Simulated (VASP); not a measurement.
Input of a VASP 6.6.1 run:

INCAR

```
PREC = Accurate ; ENCUT = 600
EDIFF = 1E-7 ; ISMEAR = 0
SIGMA = 0.03 ; LREAL = F
LASPH = T ; NELM = 80
ALGO = Normal ; ISIF = 3
LWAVE = F ; LCHARG = F
IBRION = 2 ; NSW = 90
EDIFFG = -0.005 ; KPAR = 2
```

KPOINTS

```
regular mesh
0
Gamma
  12 12 2
```

The input POSCAR:

```
GaSe                                    
1.0
    3.7139349598     -0.0000000000     -0.0000000000
   -1.8569674799      3.2163620232     -0.0000000000
   -0.0000000000      0.0000000000     15.7551037628
  Ga              Se            
     4     4
Direct
     0.3333333332999970    0.6666666667000030    0.1736373538997124
     0.6666666667000030    0.3333333332999970    0.6736373538997122
     0.3333333332999970    0.6666666667000030    0.3263626461002876
     0.6666666667000030    0.3333333332999970    0.8263626461002878
     0.3333333332999970    0.6666666667000030    0.5996444977074037
     0.6666666667000030    0.3333333332999970    0.0996444977074036
     0.3333333332999970    0.6666666667000030    0.9003555022925963
     0.6666666667000030    0.3333333332999970    0.4003555022925963
```

Potentials or basis: VASP PAW LDA potentials, release 64 (Ga_d, Se).

Command:

```console
$ cat potpaw_LDA.64/Ga_d/POTCAR potpaw_LDA.64/Se/POTCAR > POTCAR
$ mpirun -np 2 vasp_std > vasp.out
```

(1) Predict the band gap on the k mesh.

Results:

(1) 0.86 eV, direct.

Caveat: the relaxation stopped at its first step, so nothing moved.
